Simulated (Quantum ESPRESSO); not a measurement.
PtSe2:

```xyz
3
Lattice="3.7240 0.0000 0.0000 -1.8620 3.2251 0.0000 0.0000 0.0000 5.0620" Properties=species:S:1:pos:R:3 pbc="T T T"
Pt    0.0000    0.0000    0.0000
Se    0.0000    2.1501    1.2655
Se    1.8620    1.0750    3.7965
```

```yaml
Program: Quantum ESPRESSO 7.5
Task: phonons
Functional: PBEsol
Potentials_or_basis: GBRV 1.5 PBEsol
Cutoff: 612 eV
Density_cutoff: 4898 eV
k_mesh: 4 × 4 × 2
Occupations: fermi-dirac, width 0.05 eV
Spin: no spin polarisation
Mixing_beta: 0.5
Most_SCF_iterations: 120
SCF_threshold: 6e-10 Ry
```

What is the highest optical frequency at the zone centre?

228 cm⁻¹, a mode of symmetry Eu (IR).

Optical modes at Γ, degenerate ones joined:
| cm⁻¹ | components | symmetry | active in |
| --- | --- | --- | --- |
| 177 | 2 | Eg | Raman |
| 214 | 1 | A1g | Raman |
| 224 | 1 | A2u | IR |
| 228 | 2 | Eu | IR |

Caveat: the k mesh is coarse (spacing up to 0.62 Å⁻¹), so the values aren't converged; the atoms weren't relaxed first, which shifts the frequencies; the mesh is thin for the phonons of a metal.
